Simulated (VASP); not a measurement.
# GaAs (F-43m) in VASP: notebook

The runs below take GaAs through single point, with PBE.

Program: VASP 6.6.1. These are calculated values, not measurements. Logs are shortened: lines on timing, memory, paths and dates and some standing lists are left out, and cuts for length are marked.

**Measured values to compare with.**

From “Evidence of valence band perturbations in GaAsN/GaAs(001): A combined variable-angle spectroscopic ellipsometry and modulated photoreflectance investigation”, 2008, arxiv:0805.2212, for a bulk crystal of GaAs at 300 K: band gap 1.418 ± 0.005 eV (direct).

The runs below are set against these values where they give the same quantity.

## Step 1: Starting point

Symmetry: F-43m, No. 216, cubic system. The conventional cell has a = 5.749 Å, b = 5.749 Å, c = 5.749 Å, α = 90.00°, β = 90.00°, γ = 90.00°. Ga (site symmetry -43m) is surrounded by 4 As at 2.49 Å. As (site symmetry -43m) has 4 Ga at 2.49 Å as nearest neighbours.

## Step 2: Single point, PBE

Input file INCAR:

```
SYSTEM = GaAs
  ALGO = Fast
  EDIFF = 1E-7
  ENCUT = 520
  GGA = PE
  ISIF = 2
  ISMEAR = 0
  LASPH = .True.
  LCHARG = .False.
  LREAL = .False.
  LWAVE = .False.
  NELM = 80
  PREC = Accurate
  SIGMA = 0.02
```

Input file KPOINTS:

```
k-points
0
Gamma
  6 6 6
  0 0 0
```

Input file POSCAR:

```
GaAs                                    
1.0
    0.0000000000      2.8747386393      2.8747386393
    2.8747386393      0.0000000000      2.8747386393
    2.8747386393      2.8747386393      0.0000000000
  Ga              As            
     1     1
Direct
     0.0000000000000000    0.0000000000000000    0.0000000000000000
     0.2500000000000000    0.2500000000000000    0.2500000000000000
```

Potentials or basis: VASP PAW PBE potentials, release 64 (Ga_d, As).

On the command line:

```console
$ cat potpaw_PBE.64/Ga_d/POTCAR potpaw_PBE.64/As/POTCAR > POTCAR
$ mpirun -np 1 vasp_std > vasp.out
```

OUTCAR:

```text
SYSTEM = GaAs
   EDIFF = 1E-7
   ENCUT = 520
   GGA = PE
   ISIF = 2
   ISMEAR = 0
   LASPH = .True.
   LREAL = .False.
   NELM = 80
   PREC = Accurate

 ion  position               nearest neighbor table
   1  0.000  0.000  0.000-   2 2.49   2 2.49   2 2.49   2 2.49
   2  0.250  0.250  0.250-   1 2.49   1 2.49   1 2.49   1 2.49

  LATTYP: Found a face centered cubic cell.
 ALAT       =     5.7494772786

  Lattice vectors:

 A1 = (   0.0000000000,   2.8747386393,   2.8747386393)
 A2 = (   2.8747386393,   0.0000000000,   2.8747386393)
 A3 = (   2.8747386393,   2.8747386393,   0.0000000000)

Analysis of symmetry for initial positions (statically):
=====================================================================
 Subroutine PRICEL returns:
 Original cell was already a primitive cell.

 Routine SETGRP: Setting up the symmetry group for a
 face centered cubic supercell.

 Subroutine GETGRP returns: Found 24 space group operations
 (whereof 24 operations were pure point group operations)
 out of a pool of 48 trial point group operations.

The static configuration has the point symmetry T_d .

Analysis of symmetry for dynamics (positions and initial velocities):
=====================================================================
 Subroutine PRICEL returns:
 Original cell was already a primitive cell.

 Routine SETGRP: Setting up the symmetry group for a
 face centered cubic supercell.

 Subroutine GETGRP returns: Found 24 space group operations
 (whereof 24 operations were pure point group operations)
 out of a pool of 48 trial point group operations.

The dynamic configuration has the point symmetry T_d .

 Subroutine INISYM returns: Found 24 space group operations
 (whereof 24 operations are pure point group operations),
 and found     1 'primitive' translations

----------------------------------------------------------------------------------------

                                     Primitive cell

  volume of cell :      47.5144

  direct lattice vectors                    reciprocal lattice vectors
     0.000000000  2.874738639  2.874738639    -0.173928855  0.173928855  0.173928855
     2.874738639  0.000000000  2.874738639     0.173928855 -0.173928855  0.173928855
     2.874738639  2.874738639  0.000000000     0.173928855  0.173928855 -0.173928855

  length of vectors
     4.065494372  4.065494372  4.065494372     0.301253614  0.301253614  0.301253614

  position of ions in fractional coordinates (direct lattice)
     0.000000000  0.000000000  0.000000000
[... 79 lines left out ...]
   PSTRESS=    0.0 pullay stress
   NELECT =      18.0000    total number of electrons
   NUPDOWN=      -1.0000    fix difference up-down
   EMIN   =  10.00;   EMAX   =-10.00  energy-range for DOS
   EFERMI =   0.00;   METHOD = LEGACY
   ISMEAR =     0;   SIGMA  =   0.02  broadening in eV -4-tet -1-fermi 0-gaus
   EFERMI_NEDOS =   21; number of points for ismear=-14 and -15
   IALGO  =     68    algorithm
   IMIX   =      4    mixing-type and parameters
     AMIX     =   0.40;   BMIX     =  1.00
     AMIX_MAG =   1.60;   BMIX_MAG =  1.00
  volume/ion in A,a.u.               =      23.76       160.32
  Fermi-wavevector in a.u.,A,eV,Ry     =   1.184561  2.238495 19.091476  1.403184
  Thomas-Fermi vector in A             =   2.320772
   LORBIT       =      0    0 simple, 1 ext, 2 COOP (PROOUT), +10 PAW based schemes
   GGA     = PE    functional components
   LHFCALC =     F    Hartree Fock is set to
   AEXX    =    0.0000 exact exchange contribution
   IVDW    =     0    specifies the selected vdW correction
   LEPSILON=     F    determine dielectric tensor
   LRPA    =     F    only Hartree local field effects (RPA)
 non-spin polarized calculation
 RMM-DIIS sequential band-by-band and
 Gauss-broadening in eV      SIGMA  =   0.02
  energy-cutoff  :      520.00
  volume of cell :       47.51
 maximum number of plane-waves:      1303
   NGX = 15   NGY = 15   NGZ = 15

 number of electron      17.9999988 magnetization

 Free energy of the ion-electron system (eV)
  ---------------------------------------------------
  ext. energy  EPLUGINS =         0.00000000
  ---------------------------------------------------
  free energy    TOTEN  =        -8.25095756 eV

  energy without entropy =       -8.25095756  energy(sigma->0) =       -8.25095756

 E-fermi :   3.5540     XC(G=0):  -9.3582

 val. band max:        3.4804373482   @ k =   0.0000   0.0000   0.0000
 cond. band min:       3.6248073525   @ k =   0.0000   0.0000   0.0000
 fundamental gap:      0.1443700043
 Fermi energy:         3.5540449631

 k-point     1 :       0.0000    0.0000    0.0000
  band No.  band energies     occupation
      1     -11.2573      2.00000
      2     -11.2573      2.00000
      3     -11.2573      2.00000
      4     -11.1900      2.00000
      5     -11.1900      2.00000
      6      -8.8952      2.00000
      7       3.4804      2.00000
      8       3.4804      2.00000
      9       3.4804      2.00000
     10       3.6248      0.00000
     11       7.1880      0.00000
     12       7.1880      0.00000
     13       7.1880      0.00000
[... 226 lines left out ...]
  band No.  band energies     occupation
      1     -11.3412      2.00000
      2     -11.2274      2.00000
      3     -11.2192      2.00000
      4     -11.2022      2.00000
      5     -11.1838      2.00000
      6      -6.5692      2.00000
      7      -2.9945      2.00000
      8       0.3508      2.00000
      9       0.4942      2.00000
     10       6.7506      0.00000
     11       6.8326      0.00000
     12      10.3873      0.00000
     13      10.6994      0.00000

------------------------ aborting loop because EDIFF is reached ----------------------------------------

  FORCE on cell =-STRESS in cart. coord.  units (eV):
  Direction    XX          YY          ZZ          XY          YZ          ZX
  --------------------------------------------------------------------------------------
  -------------------------------------------------------------------------------------
  Total       -0.0027939     -0.0027939     -0.0027939      0.0000000      0.0000000     -0.0000000
  in kB       -0.0942083     -0.0942083     -0.0942083      0.0000000      0.0000000     -0.0000000
  external PRESSURE =      -0.0942083 kB  Pullay stress =       0.0000000 kB

 VOLUME and BASIS-vectors are now :
 -----------------------------------------------------------------------------
  energy-cutoff  :      520.00
  volume of cell :       47.51
      direct lattice vectors                 reciprocal lattice vectors
     0.000000000  2.874738639  2.874738639    -0.173928855  0.173928855  0.173928855
     2.874738639  0.000000000  2.874738639     0.173928855 -0.173928855  0.173928855
     2.874738639  2.874738639  0.000000000     0.173928855  0.173928855 -0.173928855

 POSITION                                       TOTAL-FORCE (eV/Angst)
 -----------------------------------------------------------------------------------
      0.00000      0.00000      0.00000         0.000000     -0.000000      0.000000
      1.43737      1.43737      1.43737        -0.000000      0.000000     -0.000000
 -----------------------------------------------------------------------------------
    total drift:                                0.000002      0.000002      0.000002

  FREE ENERGIE OF THE ION-ELECTRON SYSTEM (eV)
  ---------------------------------------------------
  free  energy   TOTEN  =        -8.2509575605 eV

  energy  without entropy=       -8.2509575601  energy(sigma->0) =       -8.25095756
```

OSZICAR:

```text
N       E                     dE             d eps       ncg     rms          rms(c)
DAV:   1     0.785557473727E+02    0.78556E+02   -0.92874E+03   416   0.185E+03
DAV:   2    -0.193994925776E+01   -0.80496E+02   -0.77931E+02   446   0.308E+02
DAV:   3    -0.828873249959E+01   -0.63488E+01   -0.63175E+01   521   0.756E+01
DAV:   4    -0.840365628696E+01   -0.11492E+00   -0.11484E+00   488   0.113E+01
DAV:   5    -0.840551828187E+01   -0.18620E-02   -0.18617E-02   511   0.122E+00    0.277E+00
RMM:   6    -0.826628992706E+01    0.13923E+00   -0.20298E-01   572   0.453E+00    0.162E+00
RMM:   7    -0.824997911474E+01    0.16311E-01   -0.97854E-02   540   0.176E+00    0.582E-01
RMM:   8    -0.825037875632E+01   -0.39964E-03   -0.14210E-02   591   0.148E+00    0.103E-01
RMM:   9    -0.825079917202E+01   -0.42042E-03   -0.37020E-03   582   0.675E-01    0.519E-02
RMM:  10    -0.825092670861E+01   -0.12754E-03   -0.52850E-04   651   0.235E-01    0.232E-02
RMM:  11    -0.825095519053E+01   -0.28482E-04   -0.81267E-05   598   0.846E-02    0.609E-03
RMM:  12    -0.825095713095E+01   -0.19404E-05   -0.18049E-05   660   0.364E-02    0.388E-03
RMM:  13    -0.825095740485E+01   -0.27390E-06   -0.22674E-06   570   0.148E-02    0.913E-04
RMM:  14    -0.825095750704E+01   -0.10220E-06   -0.44156E-07   476   0.700E-03    0.427E-04
RMM:  15    -0.825095756051E+01   -0.53461E-07   -0.96530E-08   360   0.434E-03
   1 F= -.82509576E+01 E0= -.82509576E+01  d E =-.396479E-09
```

Wall time 9.6 s (1 thread of Intel Xeon Platinum 8488C (Sapphire Rapids), shared host); peak memory 0.16 GiB.

What came out:

```yaml
Free_energy: -8.2510 eV
Pressure: 0.0 GPa
Band_gap_on_the_k_mesh: 0.14 eV, direct
```

## Step 3: Single point, PBE (a relaxed cell with its volume scaled by 0.97)

INCAR is that of step 2.

KPOINTS is that of step 2.

Input file POSCAR:

```
GaAs                                    
1.0
    0.0000000000      2.8456988898      2.8456988898
    2.8456988898      0.0000000000      2.8456988898
    2.8456988898      2.8456988898      0.0000000000
  Ga              As            
     1     1
Direct
     0.0000000000000000    0.0000000000000000    0.0000000000000000
     0.2500000000000000    0.2500000000000000    0.2500000000000000
```

Potentials or basis: VASP PAW PBE potentials, release 64 (Ga_d, As).

On the command line:

```console
$ cat potpaw_PBE.64/Ga_d/POTCAR potpaw_PBE.64/As/POTCAR > POTCAR
$ mpirun -np 1 vasp_std > vasp.out
```

Run time: 9.3 s. Hardware: 1 thread of Intel Xeon Platinum 8488C (Sapphire Rapids), shared host; peak memory 0.16 GiB.

It converged, with:

```yaml
Free_energy: -8.2424 eV
Pressure: 2.0 GPa
Band_gap_on_the_k_mesh: 0.37 eV, direct
```

Levels at points of the mesh, in eV from the valence-band top:
```tsv
k point	band 7	band 8	band 9	band 10	band 11	band 12
(0.00, 0.00, 0.00)	0.00	0.00	0.00	0.37	3.72	3.72
(0.50, 0.00, 0.00)	-6.54	-1.11	-1.11	0.94	4.62	4.62
(0.50, 0.50, 0.00)	-6.73	-2.61	-2.61	1.50	1.66	10.00
```

## Step 4: Single point, PBE (a relaxed cell with its volume scaled by 1.03)

INCAR is that of step 3.

KPOINTS is that of step 3.

Input file POSCAR:

```
GaAs                                    
1.0
    0.0000000000      2.9032032493      2.9032032493
    2.9032032493      0.0000000000      2.9032032493
    2.9032032493      2.9032032493      0.0000000000
  Ga              As            
     1     1
Direct
     0.0000000000000000    0.0000000000000000    0.0000000000000000
     0.2500000000000000    0.2500000000000000    0.2500000000000000
```

On the command line:

```console
$ cat potpaw_PBE.64/Ga_d/POTCAR potpaw_PBE.64/As/POTCAR > POTCAR
$ mpirun -np 1 vasp_std > vasp.out
```

Wall time 8.6 s (1 thread of Intel Xeon Platinum 8488C (Sapphire Rapids), shared host); peak memory 0.17 GiB.

It converged, with:

```
Free energy            : -8.2439 eV
Pressure               : -1.5 GPa
Band gap on the k mesh : none (metal or under the smearing width)
```

Levels at points of the mesh, in eV from the Fermi level:
| k point | band 7 | band 8 | band 9 | band 10 | band 11 | band 12 |
| --- | --- | --- | --- | --- | --- | --- |
| (0.00, 0.00, 0.00) | -0.07 | -0.01 | -0.01 | -0.01 | 3.69 | 3.69 |
| (0.50, 0.00, 0.00) | -6.24 | -1.03 | -1.03 | 0.78 | 4.59 | 4.59 |
| (0.50, 0.50, 0.00) | -6.47 | -2.42 | -2.42 | 1.60 | 1.67 | 9.53 |

## Step 5: Single point, PBE (a relaxed cell with its volume scaled by 0.94)

INCAR is that of step 4.

KPOINTS is that of step 4.

Input file POSCAR:

```
GaAs                                    
1.0
    0.0000000000      2.8160540372      2.8160540372
    2.8160540372      0.0000000000      2.8160540372
    2.8160540372      2.8160540372      0.0000000000
  Ga              As            
     1     1
Direct
     0.0000000000000000    0.0000000000000000    0.0000000000000000
     0.2500000000000000    0.2500000000000000    0.2500000000000000
```

Potentials or basis: VASP PAW PBE potentials, release 64 (Ga_d, As).

On the command line:

```console
$ cat potpaw_PBE.64/Ga_d/POTCAR potpaw_PBE.64/As/POTCAR > POTCAR
$ mpirun -np 1 vasp_std > vasp.out
```

OUTCAR:

```text
SYSTEM = GaAs
   EDIFF = 1E-7
   ENCUT = 520
   GGA = PE
   ISIF = 2
   ISMEAR = 0
   LASPH = .True.
   LREAL = .False.
   NELM = 80
   PREC = Accurate

 ion  position               nearest neighbor table
   1  0.000  0.000  0.000-   2 2.44   2 2.44   2 2.44   2 2.44
   2  0.250  0.250  0.250-   1 2.44   1 2.44   1 2.44   1 2.44

  LATTYP: Found a face centered cubic cell.
 ALAT       =     5.6321080744

  Lattice vectors:

 A1 = (   0.0000000000,   2.8160540372,   2.8160540372)
 A2 = (   2.8160540372,   0.0000000000,   2.8160540372)
 A3 = (   2.8160540372,   2.8160540372,   0.0000000000)

Analysis of symmetry for initial positions (statically):
=====================================================================
 Subroutine PRICEL returns:
 Original cell was already a primitive cell.

 Routine SETGRP: Setting up the symmetry group for a
 face centered cubic supercell.

 Subroutine GETGRP returns: Found 24 space group operations
 (whereof 24 operations were pure point group operations)
 out of a pool of 48 trial point group operations.

The static configuration has the point symmetry T_d .

Analysis of symmetry for dynamics (positions and initial velocities):
[... 166 lines left out ...]
      5     -10.7088      2.00000
      6      -8.7601      2.00000
      7       4.0492      2.00000
      8       4.0492      2.00000
      9       4.0492      2.00000
     10       4.6543      0.00000
     11       7.7743      0.00000
     12       7.7743      0.00000
     13       7.7743      0.00000
[... 226 lines left out ...]
  band No.  band energies     occupation
      1     -10.8962      2.00000
      2     -10.7534      2.00000
      3     -10.7440      2.00000
      4     -10.7243      2.00000
      5     -10.7015      2.00000
      6      -6.1564      2.00000
      7      -2.6904      2.00000
      8       0.6498      2.00000
      9       0.7930      2.00000
     10       7.3196      0.00000
     11       7.5159      0.00000
     12      11.2060      0.00000
     13      11.4923      0.00000

------------------------ aborting loop because EDIFF is reached ----------------------------------------

  FORCE on cell =-STRESS in cart. coord.  units (eV):
  Direction    XX          YY          ZZ          XY          YZ          ZX
  --------------------------------------------------------------------------------------
  -------------------------------------------------------------------------------------
  Total        1.2150995      1.2150995      1.2150995      0.0000000      0.0000000      0.0000000
  in kB       43.5882543     43.5882543     43.5882543      0.0000000      0.0000000      0.0000000
  external PRESSURE =      43.5882543 kB  Pullay stress =       0.0000000 kB

 VOLUME and BASIS-vectors are now :
 -----------------------------------------------------------------------------
  energy-cutoff  :      520.00
  volume of cell :       44.66
      direct lattice vectors                 reciprocal lattice vectors
     0.000000000  2.816054037  2.816054037    -0.177553411  0.177553411  0.177553411
     2.816054037  0.000000000  2.816054037     0.177553411 -0.177553411  0.177553411
     2.816054037  2.816054037  0.000000000     0.177553411  0.177553411 -0.177553411

 POSITION                                       TOTAL-FORCE (eV/Angst)
 -----------------------------------------------------------------------------------
      0.00000      0.00000      0.00000        -0.000000     -0.000000     -0.000000
      1.40803      1.40803      1.40803         0.000000      0.000000      0.000000
 -----------------------------------------------------------------------------------
    total drift:                                0.000001      0.000001      0.000002

  FREE ENERGIE OF THE ION-ELECTRON SYSTEM (eV)
  ---------------------------------------------------
  free  energy   TOTEN  =        -8.2144463001 eV

  energy  without entropy=       -8.2144463001  energy(sigma->0) =       -8.21444630
```

OSZICAR:

```text
N       E                     dE             d eps       ncg     rms          rms(c)
DAV:   1     0.860653336455E+02    0.86065E+02   -0.93558E+03   416   0.190E+03
DAV:   2    -0.168825674319E+01   -0.87754E+02   -0.85339E+02   466   0.341E+02
DAV:   3    -0.826384909400E+01   -0.65756E+01   -0.65390E+01   531   0.771E+01
DAV:   4    -0.837898867095E+01   -0.11514E+00   -0.11510E+00   469   0.113E+01
DAV:   5    -0.838117830382E+01   -0.21896E-02   -0.21896E-02   506   0.141E+00    0.295E+00
RMM:   6    -0.823377934568E+01    0.14740E+00   -0.20637E-01   569   0.458E+00    0.174E+00
RMM:   7    -0.821356167114E+01    0.20218E-01   -0.10894E-01   540   0.186E+00    0.604E-01
RMM:   8    -0.821391582770E+01   -0.35416E-03   -0.15011E-02   593   0.149E+00    0.115E-01
RMM:   9    -0.821430351845E+01   -0.38769E-03   -0.36765E-03   584   0.673E-01    0.516E-02
RMM:  10    -0.821441469037E+01   -0.11117E-03   -0.51538E-04   669   0.233E-01    0.240E-02
RMM:  11    -0.821444398024E+01   -0.29290E-04   -0.73728E-05   581   0.804E-02    0.779E-03
RMM:  12    -0.821444599275E+01   -0.20125E-05   -0.15468E-05   653   0.345E-02    0.425E-03
RMM:  13    -0.821444625827E+01   -0.26552E-06   -0.20913E-06   572   0.144E-02    0.886E-04
RMM:  14    -0.821444630009E+01   -0.41820E-07   -0.40047E-07   462   0.666E-03
   1 F= -.82144463E+01 E0= -.82144463E+01  d E =-.263776E-13
```

stdout:

```text
POSCAR found type information on POSCAR GaAs
 POSCAR found :  2 types and       2 ions
 scaLAPACK will be used
 LDA part: xc-table for (Slater+PW92), standard interpolation
 POSCAR, INCAR and KPOINTS ok, starting setup
 FFT: planning ... GRIDC
 FFT: planning ... GRID_SOFT
 FFT: planning ... GRID
 WAVECAR not read
 entering main loop
```

It took 9.6 s on 1 thread of Intel Xeon Platinum 8488C (Sapphire Rapids), shared host; peak memory 0.16 GiB.

What came out:

| Property | Result |
| --- | --- |
| Free energy | -8.2144 eV |
| Pressure | 4.4 GPa |
| Band gap on the k mesh | 0.61 eV, direct |

(Continued in part 2 of 2.)
